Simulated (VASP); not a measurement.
# Ge (I4_1/amd) in VASP: phonons with r2SCAN

Aim: the phonons of Ge with r2SCAN.

Everything below comes from runs of VASP 6.6.1. Logs are shortened: lines on timing, memory, paths and dates and some standing lists are left out, and cuts for length are marked.

## 1. The structure

The structure is tetragonal, space group I4_1/amd (No. 141). The conventional cell has a = 3.979 Å, b = 3.979 Å, c = 5.771 Å, α = 90.00°, β = 90.00°, γ = 90.00°. Ge (site symmetry -4m2) has 4 Ge at 2.46 Å as nearest neighbours.

## 2. Phonons, r2SCAN

POSCAR reads:

```
Ge
1.0
    0.0000000000      2.8135536600      2.8855800000
    2.8135536600      0.0000000000      2.8855800000
    2.8135536600      2.8135536600      0.0000000000
Ge
2
Direct
    0.0000000000      0.0000000000      0.0000000000
    0.2500000000      0.2500000000      0.2500000000
```

INCAR.step1 reads:

```
ALGO = Normal
EDIFF = 1E-8
EDIFFG = -0.002
ENCUT = 600
IBRION = 2
ISIF = 3
ISMEAR = 0
LASPH = T
LCHARG = F
LMIXTAU = T
LREAL = F
LWAVE = F
METAGGA = R2SCAN
NELM = 60
NSW = 40
PREC = Accurate
SIGMA = 0.01
```

INCAR.step2 reads:

```
ALGO = Normal
EDIFF = 1E-8
ENCUT = 600
IBRION = 6
ISIF = 2
ISMEAR = 0
LASPH = T
LCHARG = F
LMIXTAU = T
LREAL = F
LWAVE = F
METAGGA = R2SCAN
NELM = 60
NFREE = 2
NSW = 1
POTIM = 0.015
PREC = Accurate
SIGMA = 0.01
```

KPOINTS reads:

```
k-points
0
Gamma
  8 8 8
```

Potentials or basis: VASP PAW PBE potentials, release 64 (Ge_d).

On the command line:

```bash
cat potpaw_PBE.64/Ge_d/POTCAR > POTCAR
cp INCAR.step1 INCAR
mpirun -np 1 vasp_std > vasp.out
cp CONTCAR POSCAR
cp INCAR.step2 INCAR
mpirun -np 1 vasp_std > vasp.out
```

OUTCAR:

```text
EDIFF = 1E-8
   ENCUT = 600
   IBRION = 6
   ISIF = 2
   ISMEAR = 0
   LASPH = T
   LREAL = F
   METAGGA = R2SCAN
   NELM = 60
   NFREE = 2
   NSW = 1
   POTIM = 0.015
   PREC = Accurate

 ion  position               nearest neighbor table
   1  0.000  0.000  0.000-   2 2.46   2 2.46   2 2.46   2 2.46
   2  0.250  0.250  0.250-   1 2.46   1 2.46   1 2.46   1 2.46

  LATTYP: Found a body centered tetragonal cell.
 ALAT       =     4.0141064871
 C/A-ratio  =     1.4138367252

  Lattice vectors:

 A1 = (   0.0000000000,  -2.8384019174,  -2.8376455852)
 A2 = (   0.0000000000,   2.8384019174,  -2.8376455852)
 A3 = (   2.8384019174,   0.0000000000,   2.8376455852)

Analysis of symmetry for initial positions (statically):
=====================================================================
 Subroutine PRICEL returns:
 Original cell was already a primitive cell.

 Routine SETGRP: Setting up the symmetry group for a
 body centered tetragonal supercell.

 Subroutine GETGRP returns: Found 16 space group operations
 (whereof  8 operations were pure point group operations)
 out of a pool of 16 trial point group operations.

The static configuration has the point symmetry D_2d.
 The point group associated with its full space group is D_4h.

Analysis of symmetry for dynamics (positions and initial velocities):
=====================================================================
 Subroutine PRICEL returns:
 Original cell was already a primitive cell.

 Routine SETGRP: Setting up the symmetry group for a
 body centered tetragonal supercell.

 Subroutine GETGRP returns: Found 16 space group operations
 (whereof  8 operations were pure point group operations)
 out of a pool of 16 trial point group operations.

The dynamic configuration has the point symmetry D_2d.
 The point group associated with its full space group is D_4h.

 Subroutine INISYM returns: Found 16 space group operations
 (whereof  8 operations are pure point group operations),
 and found     1 'primitive' translations

----------------------------------------------------------------------------------------

                                     Primitive cell

  volume of cell :      45.7231

  direct lattice vectors                    reciprocal lattice vectors
     0.000000000  2.838401917  2.837645585    -0.176155462  0.176155462  0.176202413
     2.838401917  0.000000000  2.837645585     0.176155462 -0.176155462  0.176202413
     2.838401917  2.838401917  0.000000000     0.176155462  0.176155462 -0.176202413

  length of vectors
     4.013571715  4.013571715  4.014106487     0.305137319  0.305137319  0.305137319

  position of ions in fractional coordinates (direct lattice)
     0.000000000  0.000000000  0.000000000
     0.250000000  0.250000000  0.250000000

  ion indices of the primitive-cell ions
   primitive index   ion index
                 1           1
                 2           2

----------------------------------------------------------------------------------------

 KPOINTS: k-points

Automatic generation of k-mesh.
 Grid dimensions read from file:
 generate k-points for:    8    8    8

 Generating k-lattice:

  Cartesian coordinates                     Fractional coordinates (reciprocal lattice)
    -0.022019433  0.022019433  0.022025302     0.125000000 -0.000000000  0.000000000
     0.022019433 -0.022019433  0.022025302    -0.000000000  0.125000000  0.000000000
     0.022019433  0.022019433 -0.022025302     0.000000000  0.000000000  0.125000000
[... 51 lines left out ...]
   ISPIN  =      1    spin polarized calculation?
   LNONCOLLINEAR =      F non collinear calculations
   LSORBIT =      F    spin-orbit coupling
   LASPH  =      T    aspherical Exc in radial PAW
   ENCUT  =  600.0 eV  44.10 Ry    6.64 a.u.   8.02  8.02  8.02*2*pi/ulx,y,z
   NELM   =     60;   NELMIN=  2; NELMDL=  0     # of ELM steps
   EDIFF  = 0.1E-07   stopping-criterion for ELM
   LREAL  =      F    real-space projection
   EDIFFG = 0.1E-06   stopping-criterion for IOM
   NSW    =     61    number of steps for IOM
   IBRION =      6    ionic relax: 0-MD 1-quasi-New 2-CG
   NFREE  =      2    steps in history (QN), initial steepest desc. (CG)
   ISIF   =      2    stress and relaxation
   ISYM   =      2    0-nonsym 1-usesym 2-fastsym
   POTIM  = 0.0150    time-step for ionic-motion
   TEBEG  =    0.0;   TEEND  =   0.0 temperature during run
   PSTRESS=    0.0 pullay stress
   NELECT =      28.0000    total number of electrons
   NUPDOWN=      -1.0000    fix difference up-down
   EMIN   =  10.00;   EMAX   =-10.00  energy-range for DOS
   EFERMI =   0.00;   METHOD = LEGACY
   ISMEAR =     0;   SIGMA  =   0.01  broadening in eV -4-tet -1-fermi 0-gaus
   EFERMI_NEDOS =   21; number of points for ismear=-14 and -15
   IALGO  =     38    algorithm
   IMIX   =      4    mixing-type and parameters
     AMIX     =   0.40;   BMIX     =  1.00
     AMIX_MAG =   1.60;   BMIX_MAG =  1.00
  volume/ion in A,a.u.               =      22.86       154.28
  Fermi-wavevector in a.u.,A,eV,Ry     =   1.390216  2.627127 26.295977  1.932700
  Thomas-Fermi vector in A             =   2.514172
   LORBIT       =      0    0 simple, 1 ext, 2 COOP (PROOUT), +10 PAW based schemes
   METAGGA = R2SCAN    functional components
   LHFCALC =     F    Hartree Fock is set to
   AEXX    =    0.0000 exact exchange contribution
   IVDW    =     0    specifies the selected vdW correction
   LEPSILON=     F    determine dielectric tensor
   LRPA    =     F    only Hartree local field effects (RPA)
 finite differences with symmetry
 non-spin polarized calculation
 Gauss-broadening in eV      SIGMA  =   0.01
  energy-cutoff  :      600.00
  volume of cell :       45.72
 maximum number of plane-waves:      1540
   NGX = 17   NGY = 17   NGZ = 17

--------------------------------------- Ionic step        1  -------------------------------------------

 number of electron      28.0000020 magnetization

 Free energy of the ion-electron system (eV)
  ---------------------------------------------------
  ext. energy  EPLUGINS =         0.00000000
  ---------------------------------------------------
  free energy    TOTEN  =       -27.73737156 eV

  energy without entropy =      -27.73737156  energy(sigma->0) =      -27.73737156

------------------------ aborting loop because EDIFF is reached ----------------------------------------

  FORCE on cell =-STRESS in cart. coord.  units (eV):
  Direction    XX          YY          ZZ          XY          YZ          ZX
  --------------------------------------------------------------------------------------
  -------------------------------------------------------------------------------------
  Total       -0.0022467     -0.0022467      0.0041187      0.0000000      0.0000000      0.0000000
  in kB       -0.0787249     -0.0787249      0.1443243      0.0000000      0.0000000      0.0000000
  external PRESSURE =      -0.0043752 kB  Pullay stress =       0.0000000 kB
[... 131 lines left out ...]
--------------------------------------- Ionic step        5  -------------------------------------------

 number of electron      28.0000016 magnetization

 Free energy of the ion-electron system (eV)
  ---------------------------------------------------
  ext. energy  EPLUGINS =         0.00000000
  ---------------------------------------------------
  free energy    TOTEN  =       -27.73604925 eV

  energy without entropy =      -27.73604925  energy(sigma->0) =      -27.73604925

 E-fermi :   4.9354     XC(G=0): -10.7674

 val. band max:        4.7797558401   @ k =   0.0000   0.0000   0.0000
 cond. band min:       5.0173741624   @ k =   0.0000   0.0000   0.0000
 fundamental gap:      0.2376183223
 Fermi energy:         4.9353896002

 k-point     1 :       0.0000    0.0000    0.0000
  band No.  band energies     occupation
      1     -20.7777      2.00000
      2     -20.7745      2.00000
      3     -20.7708      2.00000
      4     -20.7357      2.00000
      5     -20.7356      2.00000
      6     -20.5252      2.00000
[... 481 lines left out ...]
      5     -20.6775      2.00000
      6     -20.5862      2.00000
[... 10 lines left out ...]
     17       9.7661      0.00000
     18      10.7313      0.00000

 [... further k-points ...]
[... 5 lines left out ...]
  --------------------------------------------------------------------------------------
  -------------------------------------------------------------------------------------
  Total        0.0003626      0.0003626      0.0017802     -0.1245841      0.0000000      0.0000000
  in kB        0.0127061      0.0127061      0.0623801     -4.3655338      0.0000000      0.0000000
  external PRESSURE =       0.0292641 kB  Pullay stress =       0.0000000 kB
[... 17 lines left out ...]
  FREE ENERGIE OF THE ION-ELECTRON SYSTEM (eV)
  ---------------------------------------------------
  free  energy   TOTEN  =       -27.7360492459 eV

  energy  without entropy=      -27.7360492459  energy(sigma->0) =      -27.73604925

 INTERNAL STRAIN TENSORS FROM DISPLACED ATOMS
 ============================================

 INTERNAL STRAIN TENSOR FOR ION    1 for displacements in x,y,z  (eV/Angst):
          X           Y           Z          XY          YZ          ZX
  --------------------------------------------------------------------------------
  x     0.00000     0.00000     0.00000     0.00000     8.28033     0.00000
  y     0.00000     0.00000     0.00000     0.00000     0.00000     8.28026
  z     0.00000     0.00000     0.00000     8.28635     0.00000     0.00000

 INTERNAL STRAIN TENSOR FOR ION    2 for displacements in x,y,z  (eV/Angst):
          X           Y           Z          XY          YZ          ZX
  --------------------------------------------------------------------------------
  x     0.00000     0.00000     0.00000     0.00000    -8.28033     0.00000
  y     0.00000     0.00000     0.00000     0.00000     0.00000    -8.28026
  z     0.00000     0.00000     0.00000    -8.28635     0.00000     0.00000

 Eigenvectors and eigenvalues of the dynamical matrix
 ----------------------------------------------------

   1 f  =    8.899477 THz    55.917065 2PiTHz  296.854607 cm-1    36.805264 meV
             X         Y         Z           dx          dy          dz
      0.000000  0.000000  0.000000     0.000000   -0.707107    0.000000
      1.419201  1.419201  1.418823     0.000000    0.707107    0.000000
[... 21 lines left out ...]
   6 f  =    0.000000 THz     0.000000 2PiTHz    0.000000 cm-1     0.000000 meV
             X         Y         Z           dx          dy          dz
      0.000000  0.000000  0.000000     0.000000    0.000000    0.707107
      1.419201  1.419201  1.418823     0.000000    0.000000    0.707107

 ELASTIC MODULI CONTR FROM IONIC RELAXATION (kBar)
 Direction    XX          YY          ZZ          XY          YZ          ZX
 --------------------------------------------------------------------------------
 XX           0.0000      0.0000      0.0000      0.0000      0.0000      0.0000
 YY           0.0000      0.0000      0.0000      0.0000      0.0000      0.0000
 ZZ           0.0000      0.0000      0.0000      0.0000      0.0000      0.0000
 XY           0.0000      0.0000      0.0000   -204.5926      0.0000      0.0000
 YZ           0.0000      0.0000      0.0000      0.0000   -204.2094      0.0000
 ZX           0.0000      0.0000      0.0000      0.0000      0.0000   -204.2060
 --------------------------------------------------------------------------------
```

Wall time 16 min (1 thread of Intel Xeon 6975P-C (Granite Rapids), shared host); peak memory 0.35 GiB.

Results:

- Relaxed volume: 22.86 Å³/atom
- Relaxed cell: a = 4.014 Å, b = 4.014 Å, c = 4.014 Å, α = 60.00°, β = 60.00°, γ = 60.01°
- Space group after relaxing (to 0.05 Å): Fd-3m (No. 227)
- Highest phonon frequency at Γ: 297 cm⁻¹

The path:
| step | energy change (eV) | largest force (eV/Å) | pressure (GPa) | volume (Å³) |
| --- | --- | --- | --- | --- |
| 1 | 0.0000 | 0.0000 | 0.05 | 45.68 |
| 2 | -0.0044 | 0.0000 | -0.02 | 45.73 |
| 3 | -0.0052 | 0.0000 | -0.05 | 45.76 |
| 4 | -0.0052 | 0.0000 | -0.05 | 45.76 |
| 5 | -0.0052 | 0.0000 | 0.04 | 45.70 |
| 6 | -0.0052 | 0.0000 | 0.02 | 45.71 |
| 7 | -0.0052 | 0.0000 | 0.00 | 45.72 |

Final structure:
```yaml
crystal:
  lattice:
    - [0.00000, 2.83840, 2.83765]
    - [2.83840, 0.00000, 2.83765]
    - [2.83840, 2.83840, 0.00000]
  atoms:
    - { symbol: Ge, position: [0.00000, 0.00000, 0.00000] }
    - { symbol: Ge, position: [0.25000, 0.25000, 0.25000] }
```

Phonon frequencies in cm⁻¹ (negative: imaginary):
```tsv
q point	frequencies
(0.000, 0.000, 0.000)	0 0 0 297 297 297
```

Caveat: the PAW data sets were made with another functional, which shifts forces and pressure a little.
